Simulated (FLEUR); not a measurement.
# W (Fm-3m) in FLEUR: further runs

Runs on W. Level: PBE. Tasks: equation of state.

Program: FLEUR MaX-R8.1 (later development tree). These are calculated values, not measurements. Logs are shortened: lines on timing, memory, paths and dates and some standing lists are left out, and cuts for length are marked.

## 1. Starting point

Symmetry: Fm-3m, No. 225, cubic system. Conventional cell: a = 4.060 Å, b = 4.060 Å, c = 4.060 Å, α = 90.00°, β = 90.00°, γ = 90.00°. W (site symmetry m-3m) is surrounded by 12 W at 2.87 Å.

This isn't the form of W at room conditions, which is bcc.

## 2. Equation of state, PBE, 15.73 Å³/atom (volume scaled by 0.94)

Contents of inp.xml:

```xml
<?xml version="1.0" encoding="UTF-8" standalone="no"?>
<fleurInput fleurInputVersion="0.39">
   <comment>
      W                                                                                                   
   </comment>
   <calculationSetup>
      <cutoffs Kmax="4.1" Gmax="12.7" GmaxXC="12.7" numbands="0"/>
      <scfLoop itmax="60" minDistance="0.00001" maxIterBroyd="15" imix="Anderson" alpha="0.05" precondParam="0.0" spinf="2.0" sdNocoIR="T"/>
      <coreElectrons ctail="T" frcor="F" kcrel="0" coretail_lmax="0"/>
      <xcFunctional name="pbe" relativisticCorrections="F"/>
      <magnetism jspins="1"/>
      <soc l_soc="F" theta="0.0" phi="0.0" spav="F"/>
      <expertModes spex="0" secvar="F"/>
      <geometryOptimization l_f="F" forcealpha="1.0" forcemix="BFGS" epsdisp="0.0005" epsforce="0.0002"/>
      <ldaU l_linMix="F" mixParam="0.05" spinf="1.0"/>
   </calculationSetup>
   <cell>
      <bzIntegration valenceElectrons="28.0" mode="hist" fermiSmearingEnergy="0.00183747">
         <kPointListSelection listName="default-1"/>
         <!-- k-points included here -->
         <xi:include xmlns:xi="http://www.w3.org/2001/XInclude" href="kpts.xml"> </xi:include>
      </bzIntegration>
      <!-- symmetry operations included here -->
      <xi:include xmlns:xi="http://www.w3.org/2001/XInclude" href="sym.xml"> </xi:include>
      <bulkLattice scale="0.9795861087">
         <bravaisMatrix>
            <row-1>    0.0000000000000000     3.8361440329379994     3.8361440329379994</row-1>
            <row-2>    3.8361440329379994     0.0000000000000000     3.8361440329379994</row-2>
            <row-3>    3.8361440329379994     3.8361440329379994     0.0000000000000000</row-3>
         </bravaisMatrix>
      </bulkLattice>
   </cell>
   <atomSpecies>
      <species name="Tungsten (W)" element="W" atomicNumber="74">
         <mtSphere radius="2.46" gridPoints="829" logIncrement="0.016"/>
         <atomicCutoffs lmax="10" lnonsphr="8"/>
         <electronConfig flipSpins="F">
            <coreConfig>(1s1/2) (2s1/2) (2p1/2) (2p3/2) (3s1/2) (3p1/2) (3p3/2) (4s1/2) (3d3/2) (3d5/2) (4p1/2) (4p3/2) (4d3/2) (4d5/2)</coreConfig>
            <valenceConfig>(5s1/2) (5p1/2) (5p3/2) (6s1/2) (4f5/2) (4f7/2) (5d3/2) (5d5/2)</valenceConfig>
            <stateOccupation state="(5d3/2)" spinUp="0.800000" spinDown="0.800000"/>
            <stateOccupation state="(5d5/2)" spinUp="1.200000" spinDown="1.200000"/>
         </electronConfig>
         <energyParameters s="6" p="6" d="5" f="4"/>
         <lo type="SCLO" l="0" n="5" eDeriv="0"/>
         <lo type="SCLO" l="1" n="5" eDeriv="0"/>
         <lo type="SCLO" l="2" n="5" eDeriv="2"/>
         <lo type="SCLO" l="3" n="4" eDeriv="2"/>
      </species>
   </atomSpecies>
   <atomGroups>
      <atomGroup species="Tungsten (W)">
         <relPos label="                   1">.0000000000 .0000000000 .0000000000</relPos>
         <force calculate="T" relaxXYZ="TTT"/>
      </atomGroup>
   </atomGroups>
   <output dos="F" band="F" slice="F">
      <checks vchk="F" cdinf="F"/>
      <bandDOS minEnergy="-.5*Htr" maxEnergy="0.5*Htr" sigma="0.015" storeEVData="T"/>
      <vacuumDOS vacdos="F" integ="F" star="F" nstars="0" locx1="0.0" locy1="0.0" locx2="0.0" locy2="0.0" nstm="0" tworkf="0.0"/>
      <unfoldingBand unfoldBand="F" supercellX="1" supercellY="1" supercellZ="1"/>
      <plotting iplot="0" polar="F">
         <plot TwoD="T" vec1="  1.0  0.0  0.0" vec2="  0.0  1.0  0.0" vec3="  0.0  0.0  1.0" zero="  0.0  0.0  0.0" file="plot"/>
      </plotting>
      <chargeDensitySlicing numkpt="0" minEigenval="0.0" maxEigenval="0.0" nnne="0" pallst="F"/>
      <specialOutput eonly="F"/>
      <moessbauerParams electricFieldGradient="T" isomerShift="T" coreHyperfine="T" valenceHyperfine="T"/>
      <magneticCircularDichroism mcd="F" energyLo="-10.0" energyUp="0.0"/>
   </output>
  <!-- We include the file relax.xml here to enable relaxations (see documentation) -->
  <xi:include xmlns:xi="http://www.w3.org/2001/XInclude" href="relax.xml"> <xi:fallback/> </xi:include>
</fleurInput>
```

Potentials or basis: all-electron, FLAPW.

Run with:

```bash
$ inpgen -f crystal.txt -profile fastHighL
$ # inp.xml edited to the form shown
$ fleur_MPI
```

The log of the run:

```text
Welcome to FLEUR        (www.flapw.de)
      MaX-Release 8.1          (www.max-centre.eu)

 ========== k-point set info ==========
 Selected k-point list: default-1
 k-point list type: mesh
 11 x 11 x 11
 Number of k points: 56

 ------------Calculation Setup---------------------------
 Number of MPI-tasks      :            1
 Number of PE/node        :            1
 Number of OMP-threads    :            1
 Most efficient MPI parallelization for:
           1           2           4           7           8          14          28          56
 Additional eigenvalue parallelization possible
 Number of basis functions:          165
 Approximate size of matrices (H+S) per k-point:         0.000 GB
 --------------------------------------------------------
 Iteration:     1   Distance:      13.13910142 me/bohr^3
 Iteration:     2   Distance:      11.93814854 me/bohr^3
 Iteration:     3   Distance:       5.88762397 me/bohr^3
 Iteration:     4   Distance:       1.45723366 me/bohr^3
 Iteration:     5   Distance:       1.36920306 me/bohr^3
 Iteration:     6   Distance:       0.22832889 me/bohr^3
 Iteration:     7   Distance:       0.05218350 me/bohr^3
 Iteration:     8   Distance:       0.01957322 me/bohr^3
 Iteration:     9   Distance:       0.00562410 me/bohr^3
 Iteration:    10   Distance:       0.00215686 me/bohr^3
 Iteration:    11   Distance:       0.00006084 me/bohr^3
 Iteration:    12   Distance:       0.00003495 me/bohr^3
 Iteration:    13   Distance:       0.00000179 me/bohr^3

 ********************************************************************
 Run finished successfully
 Stop message:
   all done
 ********************************************************************
```

out.xml (last iteration):

```text
<iteration numberForCurrentRun="   13" overallNumber="   13">
         <energyParameters units="Htr">
            <atomicEP atomType="1" spin="1" branch="6s" branchLowest="-2.06" branchHighest="2.31" value="0.3856332660"/>
            <atomicEP atomType="1" spin="1" branch="6p" branchLowest="-0.69" branchHighest="3.27" value="0.5210438592"/>
            <atomicEP atomType="1" spin="1" branch="5d" branchLowest="-7.92" branchHighest="1.06" value="0.5419542374"/>
            <atomicEP atomType="1" spin="1" branch="4f" branchLowest="-9.99" branchHighest="-0.40" value="-0.3679915982"/>
            <loAtomicEP atomType="1" spin="1" branch="5s" branchLowest="-20.09" branchHighest="-2.06" value="-2.0843388403"/>
            <loAtomicEP atomType="1" spin="1" branch="5p" branchLowest="-14.71" branchHighest="-0.69" value="-0.7956253453"/>
            <loAtomicEP atomType="1" spin="1" branch="5d" branchLowest="-7.92" branchHighest="1.06" value="0.5375832333"/>
            <loAtomicEP atomType="1" spin="1" branch="4f" branchLowest="-9.99" branchHighest="-0.40" value="-0.3954149983"/>
         </energyParameters>
         <eigenvalues>
            <eigenvaluesAt spin="1" ikpt="1" k_x="0.00000000" k_y="0.00000000" k_z="0.00000000">
                      -2.0890416337       -0.7502949457       -0.7502949457       -0.7502949457       -0.4036736706
                      -0.4036736706       -0.4036736706       -0.4031914190       -0.4015710616       -0.4015710616
                      -0.4015710616        0.2757442060        0.5911205139        0.5911205139        0.5911205139
                       0.7132386262        0.7132386262        1.0905488796        1.2923768278        1.2923768278
                       1.2923768278        1.4479158136
            </eigenvaluesAt>
            <eigenvaluesAt spin="1" ikpt="2" k_x="0.00000000" k_y="0.00000000" k_z="0.09090909">
                      -2.0886678178       -0.7544543446       -0.7508184442       -0.7508184442       -0.4036952209
                      -0.4035968739       -0.4035968739       -0.4030836114       -0.4017035603       -0.4017035603
                      -0.4015583678        0.2896496565        0.5807850097        0.5974702846        0.5974702846
                       0.7075576924        0.7075576924        1.1180242629        1.2389055936        1.3186695916
                       1.3186695916        1.5198450300
            </eigenvaluesAt>
            <eigenvaluesAt spin="1" ikpt="3" k_x="0.00000000" k_y="0.00000000" k_z="0.18181818">
                      -2.0876641948       -0.7653422460       -0.7522171875       -0.7522171875       -0.4037645903
                      -0.4034100823       -0.4034100823       -0.4027913632       -0.4020473871       -0.4020473871
                      -0.4015427497        0.3267169137        0.5607873751        0.6086370205        0.6086370205
                       0.7028843902        0.7028843902        1.1438130818        1.2081804785        1.3907975483
                       1.3907975483        1.5602899948
            </eigenvaluesAt>
            <eigenvaluesAt spin="1" ikpt="4" k_x="0.00000000" k_y="0.00000000" k_z="0.27272727">
                      -2.0863431195       -0.7790547693       -0.7540366241       -0.7540366241       -0.4038738867
                      -0.4032202377       -0.4032202377       -0.4024386796       -0.4024386796       -0.4023957096
                      -0.4015203633        0.3703436599        0.5556519488        0.6057167294        0.6057167294
                       0.7248289593        0.7248289593        1.0877970103        1.2545727663        1.4724452539
                       1.4927348045        1.4927348045
            </eigenvaluesAt>
         </eigenvalues>
         <bandgap value="0.0613519333" units="eV"/>
         <sumValenceSingleParticleEnergies value="-11.3809417139" units="Htr"/>
         <FermiEnergy value="0.6128617001" units="Htr"/>
         <valenceDensity>
            <mtCharges spin="1">
               <mtCharge atomType="1" total="25.9596080" s="2.4095208" p="6.2721318" d="3.2255702" f="14.0406830"/>
            </mtCharges>
            <spinDependentCharge spin="1" total="28.0000000" interstitial="2.0403920" mtSpheres="25.9596080"/>
            <totalCharge value="28.0000000000"/>
         </valenceDensity>
         <coreStates atomType="     1" atomicNumber=" 74" spin="1" kinEnergy="  17573.7817650910" eigValSum="  -9868.9634339545" lostElectrons=" 0.000001">
            <state n="1" l="0" j="0.5" energy="-2549.6091480884" weight="1.0000000000"/>
            <state n="2" l="0" j="0.5" energy="-439.0830831944" weight="1.0000000000"/>
            <state n="2" l="1" j="0.5" energy="-419.8014093442" weight="1.0000000000"/>
            <state n="2" l="1" j="1.5" energy="-370.0829983323" weight="2.0000000000"/>
            <state n="3" l="0" j="0.5" energy="-100.4946104196" weight="1.0000000000"/>
            <state n="3" l="1" j="0.5" energy="-91.9183987886" weight="1.0000000000"/>
            <state n="3" l="1" j="1.5" energy="-81.1667500349" weight="2.0000000000"/>
            <state n="4" l="0" j="0.5" energy="-20.0861242231" weight="1.0000000000"/>
            <state n="3" l="2" j="1.5" energy="-66.7487369799" weight="2.0000000000"/>
            <state n="3" l="2" j="2.5" energy="-64.4109414182" weight="3.0000000000"/>
            <state n="4" l="1" j="0.5" energy="-16.5306691250" weight="1.0000000000"/>
            <state n="4" l="1" j="1.5" energy="-14.0391102103" weight="2.0000000000"/>
            <state n="4" l="2" j="1.5" energy="-8.2054672433" weight="2.0000000000"/>
            <state n="4" l="2" j="2.5" energy="-7.7464413125" weight="3.0000000000"/>
         </coreStates>
         <allElectronCharges>
            <spinDependentCharge spin="1" total="74.0000000" interstitial="2.0403933" mtSpheres="71.9596067"/>
            <totalCharge value="74.0000000012"/>
         </allElectronCharges>
         <moessbauerParams unitsHFF="kG" unitsIS="e/bohr^3" unitsEFG="Htr/bohr^2">
            <coreIsomerShift atomType="1" isTotal="1516854.67390">
               <shell n="1" l="0" isomerShift="1269548.85130"/>
               <shell n="2" l="0" isomerShift="181783.58820"/>
               <shell n="2" l="1" isomerShift="11091.10813"/>
               <shell n="3" l="0" isomerShift="40865.17349"/>
               <shell n="3" l="1" isomerShift="2785.40693"/>
               <shell n="4" l="0" isomerShift="10107.05524"/>
               <shell n="3" l="2" isomerShift="0.00109"/>
               <shell n="4" l="1" isomerShift="673.48926"/>
               <shell n="4" l="2" isomerShift="0.00027"/>
            </coreIsomerShift>
            <isomerShift atomType="1" nucleusRadius="0.0001343" averageDensity="1518737.24235"/>
            <electricFieldGradient atomType="1" VXX="0.00000" VYY="0.00000" VZZ="0.00000" asymParam="0.00000">
            </electricFieldGradient>
         </moessbauerParams>
         <totalEnergy                                    value="   -16166.1201836948" units="Htr">
            <sumOfEigenvalues                            value="    -9880.3443756684">
               <coreElectrons value="-9868.9634339545"/>
               <valenceElectrons value="-11.3809417139"/>
            </sumOfEigenvalues>
            <densityCoulombPotentialIntegral value="-27670.9420862861"/>
            <densityEffectivePotentialIntegral value="-28096.7210741899"/>
            <chargeDenXCDenIntegral value="-325.4264540897"/>
            <FockExchangeEnergyValence value="0.0000000000"/>
            <FockExchangeEnergyCore value="0.0000000000"/>
            <atomTypeDependentContributions atomType="1">
               <electronNucleiInteractionDifferentMTs value="20171.9454006791"/>
               <MadelungTerm value="-49.6539843044"/>
            </atomTypeDependentContributions>
            <tkbTimesEntropy value="0.0002912468"/>
            <freeEnergy value="-16166.1204749416"/>
            <extrapolationTo0K value="-16166.1203293182"/>
         </totalEnergy>
         <densityConvergence units="me/bohr^3">
            <chargeDensity spin="1" distance="0.0000017880"/>
         </densityConvergence>
      </iteration>
```

Run time: 11 s. Hardware: 1 thread of Arm Neoverse V1, shared host; peak memory 0.06 GiB.

Results:

```yaml
Free_energy: -439902.5483 eV
Band_gap_on_the_k_mesh: none (metal or under the smearing width)
Valence_electrons_inside_the_program's_atomic_spheres: W 25.96 (radii W 2.46 bohr)
```

## 3. Equation of state, PBE, 16.06 Å³/atom (volume scaled by 0.96)

Edit inp.xml of step 2 so:

```diff
@@ -24,3 +24,3 @@
       <xi:include xmlns:xi="http://www.w3.org/2001/XInclude" href="sym.xml"> </xi:include>
-      <bulkLattice scale="0.9795861087">
+      <bulkLattice scale="0.9864848297">
          <bravaisMatrix>
```

Potentials or basis: all-electron, FLAPW.

Run with:

```bash
$ inpgen -f crystal.txt -profile fastHighL
$ # inp.xml edited to the form shown
$ fleur_MPI
```

It took 12 s on 1 thread of Arm Neoverse V1, shared host; peak memory 0.06 GiB.

Results (log left out):

```yaml
Free_energy: -439902.5713 eV
Band_gap_on_the_k_mesh: none (metal or under the smearing width)
Valence_electrons_inside_the_program's_atomic_spheres: W 25.91 (radii W 2.46 bohr)
```

## 4. Equation of state, PBE, 16.40 Å³/atom (volume scaled by 0.98)

Edit inp.xml of step 3 so:

```diff
@@ -24,3 +24,3 @@
       <xi:include xmlns:xi="http://www.w3.org/2001/XInclude" href="sym.xml"> </xi:include>
-      <bulkLattice scale="0.9864848297">
+      <bulkLattice scale="0.9932883884">
          <bravaisMatrix>
```

Run with:

```bash
$ inpgen -f crystal.txt -profile fastHighL
$ # inp.xml edited to the form shown
$ fleur_MPI
```

Run time: 11 s. Hardware: 1 thread of Arm Neoverse V1, shared host; peak memory 0.06 GiB.

The run converged. Its results:

- Free energy: -439902.5801 eV
- Band gap on the k mesh: none (metal or under the smearing width)
- Valence electrons inside the program's atomic spheres: W 25.87 (radii W 2.46 bohr)

## 5. Equation of state, PBE, 16.73 Å³/atom

Edit inp.xml of step 4 so:

```diff
@@ -24,3 +24,3 @@
       <xi:include xmlns:xi="http://www.w3.org/2001/XInclude" href="sym.xml"> </xi:include>
-      <bulkLattice scale="0.9932883884">
+      <bulkLattice scale="1.0000000000">
          <bravaisMatrix>
```

Run with:

```bash
$ inpgen -f crystal.txt -profile fastHighL
$ # inp.xml edited to the form shown
$ fleur_MPI
```

Wall time 12 s (1 thread of Arm Neoverse V1, shared host); peak memory 0.06 GiB.

The run converged. Its results:

| Property | Result |
| --- | --- |
| Free energy | -439902.5763 eV |
| Band gap on the k mesh | none (metal or under the smearing width) |
| Valence electrons inside the program's atomic spheres | W 25.82 (radii W 2.46 bohr) |

## 6. Equation of state, PBE, 17.07 Å³/atom (volume scaled by 1.02)

Edit inp.xml of step 5 so:

```diff
@@ -24,3 +24,3 @@
       <xi:include xmlns:xi="http://www.w3.org/2001/XInclude" href="sym.xml"> </xi:include>
-      <bulkLattice scale="1.0000000000">
+      <bulkLattice scale="1.0066227096">
          <bravaisMatrix>
```

Potentials or basis: all-electron, FLAPW.

Run with:

```bash
$ inpgen -f crystal.txt -profile fastHighL
$ # inp.xml edited to the form shown
$ fleur_MPI
```

Run time: 12 s. Hardware: 1 thread of Arm Neoverse V1, shared host; peak memory 0.06 GiB.

It converged, with:

```yaml
Free_energy: -439902.5611 eV
Band_gap_on_the_k_mesh: none (metal or under the smearing width)
Valence_electrons_inside_the_program's_atomic_spheres: W 25.78 (radii W 2.46 bohr)
```

## 7. Equation of state, PBE, 17.40 Å³/atom (volume scaled by 1.04)

Edit inp.xml of step 6 so:

```diff
@@ -24,3 +24,3 @@
       <xi:include xmlns:xi="http://www.w3.org/2001/XInclude" href="sym.xml"> </xi:include>
-      <bulkLattice scale="1.0066227096">
+      <bulkLattice scale="1.0131594038">
          <bravaisMatrix>
```

Run with:

```bash
$ inpgen -f crystal.txt -profile fastHighL
$ # inp.xml edited to the form shown
$ fleur_MPI
```

It took 12 s on 1 thread of Arm Neoverse V1, shared host; peak memory 0.06 GiB.

Results (log left out):

| Property | Result |
| --- | --- |
| Free energy | -439902.5360 eV |
| Band gap on the k mesh | none (metal or under the smearing width) |
| Valence electrons inside the program's atomic spheres | W 25.74 (radii W 2.46 bohr) |

## 8. Equation of state, PBE, 17.73 Å³/atom (volume scaled by 1.06)

Edit inp.xml of step 7 so:

```diff
@@ -24,3 +24,3 @@
       <xi:include xmlns:xi="http://www.w3.org/2001/XInclude" href="sym.xml"> </xi:include>
-      <bulkLattice scale="1.0131594038">
+      <bulkLattice scale="1.0196128224">
          <bravaisMatrix>
```

Run with:

```bash
$ inpgen -f crystal.txt -profile fastHighL
$ # inp.xml edited to the form shown
$ fleur_MPI
```

Wall time 12 s (1 thread of Arm Neoverse V1, shared host); peak memory 0.06 GiB.

Results (log left out):

```
Free energy                                           : -439902.5016 eV
Band gap on the k mesh                                : none (metal or under the smearing width)
Valence electrons inside the program's atomic spheres : W 25.71 (radii W 2.46 bohr)
```

## 9. Equation of state, PBE

Potentials or basis: all-electron, FLAPW.

This step only gathers the single runs of the series.

Results:

```
Equilibrium volume                      : 16.46 Å³/atom
Bulk modulus                            : 291 GPa
Pressure derivative of the bulk modulus : 4.5
```

Energy against volume, from the lowest point:
```
volume (Å³/atom)  energy (meV/atom)
          15.727              31.80
          16.062               8.84
          16.396               0.00
          16.731               3.85
          17.065              19.02
          17.400              44.18
          17.735              78.54
```

Spin-orbit coupling is left out, which matters for the levels of W.
